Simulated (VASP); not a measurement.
# Cr (P6_3/mmc) in VASP: further runs

Runs on Cr. Level: r2SCAN. Tasks: single point.

Program: VASP 6.6.1. These are calculated values, not measurements. Logs are shortened: lines on timing, memory, paths and dates and some standing lists are left out, and cuts for length are marked.

## (1) The structure

It takes space group P6_3/mmc (No. 194, hexagonal). The conventional cell has a = 2.714 Å, b = 2.714 Å, c = 4.410 Å, α = 90.00°, β = 90.00°, γ = 120.00°. Around Cr (site symmetry -6m2) lie 12 Cr at 2.71 Å.

This isn't the form of Cr at room conditions, which is bcc.

## (2) Single point, r2SCAN, collinear spin, typed start

The input, POSCAR:

```
Cr
1.0
    2.7139987200      0.0000000000      0.0000000000
   -1.3569993600      2.3503918400      0.0000000000
    0.0000000000      0.0000000000      4.4100000000
Cr
2
Direct
    0.3333333300      0.6666666700      0.2500000000
    0.6666666700      0.3333333300      0.7500000000
```

The input, INCAR.step1:

```
SYSTEM = Cr
PREC = Accurate
ENCUT = 520
ISMEAR = -1
SIGMA = 0.1
LREAL = .False.
LASPH = .True.
NELM = 150
ISPIN = 2
MAGMOM = 3 3
LMAXMIX = 4
NBANDS = 23
GGA = PE
ALGO = Normal
EDIFF = 1E-4
LWAVE = .True.
LCHARG = .False.
```

The input, INCAR.step2:

```
SYSTEM = Cr
PREC = Accurate
ENCUT = 520
EDIFF = 1E-7
ISMEAR = -1
SIGMA = 0.1
LREAL = .False.
LASPH = .True.
NELM = 150
ALGO = Normal
ISIF = 2
LWAVE = .False.
LCHARG = .True.
ISPIN = 2
MAGMOM = 3 3
LORBIT = 11
LMAXMIX = 4
METAGGA = R2SCAN
LMIXTAU = .True.
LELF = .True.
LVHAR = .True.
NBANDS = 23
ISTART = 1
```

The input, KPOINTS:

```
Automatic mesh
0
Gamma
  10 10 6
  0 0 0
```

Potentials or basis: VASP PAW PBE potentials, release 64 (Cr_pv).

The run is started by

```console
> cat potpaw_PBE.64/Cr_pv/POTCAR > POTCAR
> cp INCAR.step1 INCAR
> mpirun -np 1 vasp_std > vasp.out
> cp INCAR.step2 INCAR
> mpirun -np 1 vasp_std > vasp.out
```

OUTCAR:

```text
SYSTEM = Cr
   PREC = Accurate
   ENCUT = 520
   EDIFF = 1E-7
   ISMEAR = -1
   LREAL = .False.
   LASPH = .True.
   NELM = 150
   ISIF = 2
   ISPIN = 2
   LORBIT = 11
   METAGGA = R2SCAN
   ISTART = 1

 ion  position               nearest neighbor table
   1  0.333  0.667  0.250-   2 2.71   2 2.71   2 2.71   2 2.71   2 2.71   2 2.71
   2  0.667  0.333  0.750-   1 2.71   1 2.71   1 2.71   1 2.71   1 2.71   1 2.71

  LATTYP: Found a hexagonal cell.
 ALAT       =     2.7139987200
 C/A-ratio  =     1.6249086514

  Lattice vectors:

 A1 = (   2.7139987200,   0.0000000000,   0.0000000000)
 A2 = (  -1.3569993600,   2.3503918400,   0.0000000000)
 A3 = (   0.0000000000,   0.0000000000,   4.4100000000)

Analysis of symmetry for initial positions (statically):
=====================================================================
 Subroutine PRICEL returns:
 Original cell was already a primitive cell.

 Routine SETGRP: Setting up the symmetry group for a
 hexagonal supercell.

 Subroutine GETGRP returns: Found 24 space group operations
 (whereof 12 operations were pure point group operations)
 out of a pool of 24 trial point group operations.

The static configuration has the point symmetry D_3d.
 The point group associated with its full space group is D_6h.

Analysis of symmetry for dynamics (positions and initial velocities):
=====================================================================
 Subroutine PRICEL returns:
 Original cell was already a primitive cell.

 Routine SETGRP: Setting up the symmetry group for a
 hexagonal supercell.

 Subroutine GETGRP returns: Found 24 space group operations
 (whereof 12 operations were pure point group operations)
 out of a pool of 24 trial point group operations.

The dynamic configuration has the point symmetry D_3d.
 The point group associated with its full space group is D_6h.

Analysis of structural, dynamic, and magnetic symmetry:
=====================================================================
 Subroutine PRICEL returns:
 Original cell was already a primitive cell.

 Routine SETGRP: Setting up the symmetry group for a
 hexagonal supercell.

 Subroutine GETGRP returns: Found 24 space group operations
 (whereof 12 operations were pure point group operations)
 out of a pool of 24 trial point group operations.

The overall configuration has the point symmetry D_3d.
 The point group associated with its full space group is D_6h.

 Subroutine INISYM returns: Found 24 space group operations
 (whereof 12 operations are pure point group operations),
 and found     1 'primitive' translations

----------------------------------------------------------------------------------------

                                     Primitive cell

  volume of cell :      28.1312

  direct lattice vectors                    reciprocal lattice vectors
     2.713998720  0.000000000  0.000000000     0.368460012  0.212730487  0.000000000
    -1.356999360  2.350391840  0.000000000     0.000000000  0.425460973  0.000000000
     0.000000000  0.000000000  4.410000000     0.000000000  0.000000000  0.226757370

  length of vectors
     2.713998720  2.713998722  4.410000000     0.425460974  0.425460973  0.226757370

  position of ions in fractional coordinates (direct lattice)
     0.333333330  0.666666670  0.250000000
     0.666666670  0.333333330  0.750000000

  ion indices of the primitive-cell ions
   primitive index   ion index
                 1           1
                 2           2

----------------------------------------------------------------------------------------

 KPOINTS: Automatic mesh

Automatic generation of k-mesh.
 Grid dimensions read from file:
 generate k-points for:   10   10    6

 Generating k-lattice:

  Cartesian coordinates                     Fractional coordinates (reciprocal lattice)
     0.036846001  0.021273049  0.000000000     0.100000000  0.000000000  0.000000000
     0.000000000  0.042546097  0.000000000     0.000000000  0.100000000  0.000000000
     0.000000000  0.000000000  0.037792895     0.000000000  0.000000000  0.166666667

  Length of vectors
     0.042546097  0.042546097  0.037792895

  Shift w.r.t. Gamma in fractional coordinates (k-lattice)
     0.000000000  0.000000000  0.000000000

 Subroutine IBZKPT returns following result:
 ===========================================

 Found     56 irreducible k-points:

 Following reciprocal coordinates:
            Coordinates               Weight
  0.000000  0.000000  0.000000      1.000000
  0.100000  0.000000  0.000000      6.000000
  0.200000  0.000000  0.000000      6.000000
  0.300000  0.000000  0.000000      6.000000
  0.400000  0.000000  0.000000      6.000000
  0.500000  0.000000  0.000000      3.000000
[... 16 lines left out ...]
  0.300000  0.100000  0.166667     24.000000
  0.400000  0.100000  0.166667     24.000000
 [... further k-points ...]
   k-points           NKPTS =     56   k-points in BZ     NKDIM =     56   number of bands    NBANDS=     23
   number of dos      NEDOS =    301   number of ions     NIONS =      2
   total plane-waves  NPLWV =  14400
   dimension x,y,z NGX =    20 NGY =   20 NGZ =   36
   dimension x,y,z NGXF=    40 NGYF=   40 NGZF=   72
   ions per type =               2
   NGX,Y,Z   is equivalent  to a cutoff of  12.25, 12.25, 13.57 a.u.
   NGXF,Y,Z  is equivalent  to a cutoff of  24.50, 24.50, 27.14 a.u.
 SYSTEM =  Cr
   PREC   = accura    normal or accurate (medium, high low for compatibility)
   ISTART =      1    job   : 0-new  1-cont  2-samecut
   ICHARG =      0    charge: 1-file 2-atom 10-const
   ISPIN  =      2    spin polarized calculation?
   LNONCOLLINEAR =      F non collinear calculations
   LSORBIT =      F    spin-orbit coupling
   LASPH  =      T    aspherical Exc in radial PAW
   ENCUT  =  520.0 eV  38.22 Ry    6.18 a.u.   5.05  5.05  8.20*2*pi/ulx,y,z
   NELM   =    150;   NELMIN=  2; NELMDL=  0     # of ELM steps
   EDIFF  = 0.1E-06   stopping-criterion for ELM
   LREAL  =      F    real-space projection
   EDIFFG = 0.1E-05   stopping-criterion for IOM
   NSW    =      0    number of steps for IOM
   IBRION =     -1    ionic relax: 0-MD 1-quasi-New 2-CG
   NFREE  =      0    steps in history (QN), initial steepest desc. (CG)
   ISIF   =      2    stress and relaxation
   ISYM   =      2    0-nonsym 1-usesym 2-fastsym
   POTIM  = 0.5000    time-step for ionic-motion
   TEBEG  =    0.0;   TEEND  =   0.0 temperature during run
   PSTRESS=    0.0 pullay stress
   NELECT =      24.0000    total number of electrons
   NUPDOWN=      -1.0000    fix difference up-down
   EMIN   =  10.00;   EMAX   =-10.00  energy-range for DOS
   EFERMI =   0.00;   METHOD = LEGACY
   ISMEAR =    -1;   SIGMA  =   0.10  broadening in eV -4-tet -1-fermi 0-gaus
   EFERMI_NEDOS =   21; number of points for ismear=-14 and -15
   IALGO  =     38    algorithm
   IMIX   =      4    mixing-type and parameters
     AMIX     =   0.40;   BMIX     =  1.00
     AMIX_MAG =   1.60;   BMIX_MAG =  1.00
  volume/ion in A,a.u.               =      14.07        94.92
  Fermi-wavevector in a.u.,A,eV,Ry     =   1.552682  2.934143 32.801200  2.410820
  Thomas-Fermi vector in A             =   2.657022
   LORBIT       =     11    0 simple, 1 ext, 2 COOP (PROOUT), +10 PAW based schemes
   METAGGA = R2SCAN    functional components
   LHFCALC =     F    Hartree Fock is set to
   AEXX    =    0.0000 exact exchange contribution
   IVDW    =     0    specifies the selected vdW correction
   LEPSILON=     F    determine dielectric tensor
   LRPA    =     F    only Hartree local field effects (RPA)
 spin polarized calculation
  energy-cutoff  :      520.00
  volume of cell :       28.13
 maximum number of plane-waves:       776
   NGX = 11   NGY = 11   NGZ = 17

 number of electron      24.0000005 magnetization       4.0312169

 Free energy of the ion-electron system (eV)
  ---------------------------------------------------
  ext. energy  EPLUGINS =         0.00000000
  ---------------------------------------------------
  free energy    TOTEN  =       -28.37095898 eV

  energy without entropy =      -28.28992859  energy(sigma->0) =      -28.33044378

 E-fermi :   8.5169     XC(G=0): -13.6245

 val. band max:        8.5014819417   @ k =   0.4000   0.0000   0.3333
 cond. band min:       8.5248945460   @ k =   0.4000   0.2000   0.3333
 fundamental gap:      0.0234126044
 Fermi energy:         8.5168656885

 spin component 1

 k-point     1 :       0.0000    0.0000    0.0000
  band No.  band energies     occupation
      1     -37.5039      1.00000
      2     -37.0074      1.00000
      3     -37.0073      1.00000
      4     -37.0052      1.00000
      5     -36.9380      1.00000
      6     -36.9380      1.00000
[... 15 lines left out ...]
     22      26.8196      0.00000
     23      29.3847      0.00000
[... 575 lines left out ...]
      1     -37.3903      1.00000
      2     -37.3148      1.00000
      3     -37.2392      1.00000
      4     -37.1271      1.00000
      5     -37.1078      1.00000
      6     -37.0295      1.00000
[... 15 lines left out ...]
     22      18.2208      0.00000
     23      20.5101      0.00000

 [... further k-points ...]

 spin component 2

 k-point     1 :       0.0000    0.0000    0.0000
  band No.  band energies     occupation
      1     -34.8735      1.00000
      2     -34.4340      1.00000
      3     -34.4339      1.00000
      4     -34.3639      1.00000
      5     -34.3638      1.00000
      6     -34.3323      1.00000
[... 15 lines left out ...]
     22      26.9441      0.00000
     23      29.8733      0.00000
[... 575 lines left out ...]
      1     -34.8406      1.00000
      2     -34.7629      1.00000
      3     -34.6049      1.00000
      4     -34.5549      1.00000
      5     -34.4715      1.00000
      6     -34.4403      1.00000
[... 15 lines left out ...]
     22      19.7849      0.00000
     23      21.6996      0.00000

 [... further k-points ...]

------------------------ aborting loop because EDIFF is reached ----------------------------------------

  FORCE on cell =-STRESS in cart. coord.  units (eV):
  Direction    XX          YY          ZZ          XY          YZ          ZX
  --------------------------------------------------------------------------------------
  -------------------------------------------------------------------------------------
  Total       -2.3731515     -2.3731515     -3.5075133      0.0000000      0.0000000      0.0000000
  in kB     -135.1598017   -135.1598020   -199.7659229      0.0000000      0.0000000      0.0000000
  external PRESSURE =    -156.6951755 kB  Pullay stress =       0.0000000 kB

 VOLUME and BASIS-vectors are now :
 -----------------------------------------------------------------------------
  energy-cutoff  :      520.00
  volume of cell :       28.13
      direct lattice vectors                 reciprocal lattice vectors
     2.713998720  0.000000000  0.000000000     0.368460012  0.212730487  0.000000000
    -1.356999360  2.350391840  0.000000000     0.000000000  0.425460973  0.000000000
     0.000000000  0.000000000  4.410000000     0.000000000  0.000000000  0.226757370

 POSITION                                       TOTAL-FORCE (eV/Angst)
 -----------------------------------------------------------------------------------
     -0.00000      1.56693      1.10250         0.000000      0.000000      0.000000
      1.35700      0.78346      3.30750        -0.000000     -0.000000      0.000000
 -----------------------------------------------------------------------------------
    total drift:                               -0.000003      0.000002     -0.000000

  FREE ENERGIE OF THE ION-ELECTRON SYSTEM (eV)
  ---------------------------------------------------
  free  energy   TOTEN  =       -28.3709589780 eV

  energy  without entropy=      -28.2899285901  energy(sigma->0) =      -28.33044378

 total charge

# of ion       s       p       d       tot
------------------------------------------
    1        0.662   6.297   4.014  10.973
    2        0.662   6.297   4.014  10.973
--------------------------------------------------
tot          1.324  12.594   8.029  21.947

 magnetization (x)

# of ion       s       p       d       tot
------------------------------------------
    1        0.029   0.021   1.913   1.963
    2        0.029   0.021   1.913   1.963
--------------------------------------------------
tot          0.059   0.042   3.826   3.926
```

It took 4.9 min on 1 thread of Intel Xeon Platinum 8259CL at 2.50GHz (Skylake/Cascade Lake), shared host; peak memory 0.19 GiB.

What came out:

```yaml
Free_energy: -28.3710 eV
Pressure: -15.7 GPa
Band_gap_on_the_k_mesh: none (metal or under the smearing width)
Net_moment: 4.03 μB per cell
Site_moments: Cr +1.96 μB
Valence_electrons_inside_the_program's_atomic_spheres: Cr 10.97
```

Stress tensor (GPa, compression positive):
```
-13.52   0.00   0.00
  0.00 -13.52   0.00
  0.00   0.00 -19.98
```

Caveat: so large a pressure means that the cell lies far from this level's equilibrium, or that cutoff or potentials fall short; the potentials were made for another functional, which shifts forces and pressure.

## (3) Single point, r2SCAN, collinear spin, typed start

POSCAR is that of step 2.

The input, INCAR.step1:

```
PREC = Accurate ; ENCUT = 520
ISMEAR = -1 ; SIGMA = 0.1
LREAL = False ; LASPH = True
NELM = 150 ; ISPIN = 2
MAGMOM = 1.925 1.925 ; NUPDOWN = 3.85
LMAXMIX = 4 ; NBANDS = 23
GGA = PE ; ALGO = Normal
EDIFF = 1E-4 ; LWAVE = True
LCHARG = False
```

The input, INCAR.step2:

```
PREC = Accurate ; ENCUT = 520
EDIFF = 1E-7 ; ISMEAR = -1
SIGMA = 0.1 ; LREAL = False
LASPH = True ; NELM = 150
ALGO = Normal ; ISIF = 2
LWAVE = False ; LCHARG = False
ISPIN = 2 ; MAGMOM = 1.925 1.925
LORBIT = 11 ; NUPDOWN = 3.85
LMAXMIX = 4 ; METAGGA = R2SCAN
LMIXTAU = True ; NBANDS = 23
ISTART = 1
```

The input, KPOINTS:

```
regular mesh
0
Gamma
  10 10 6
```

Potentials or basis: VASP PAW PBE potentials, release 64 (Cr_pv).

The run is started by

```console
> cat potpaw_PBE.64/Cr_pv/POTCAR > POTCAR
> cp INCAR.step1 INCAR
> mpirun -np 1 vasp_std > vasp.out
> cp INCAR.step2 INCAR
> mpirun -np 1 vasp_std > vasp.out
```

Run time: 3.6 min. Hardware: 1 thread of Intel Xeon Platinum 8259CL at 2.50GHz (Skylake/Cascade Lake), shared host; peak memory 0.19 GiB.

Results (log left out):

* Free energy: -28.3680 eV
* Pressure: -17.2 GPa
* Net moment: 3.85 μB per cell
* Site moments: Cr +1.88 μB
* Valence electrons inside the program's atomic spheres: Cr 10.97

Stress tensor (GPa, compression positive):
```
-15.21   0.00   0.00
  0.00 -15.21   0.00
  0.00   0.00 -21.28
```

Caveat: the PAW data sets were made with another functional, which shifts forces and pressure a little; the total moment is fixed, so each spin has its own Fermi level.
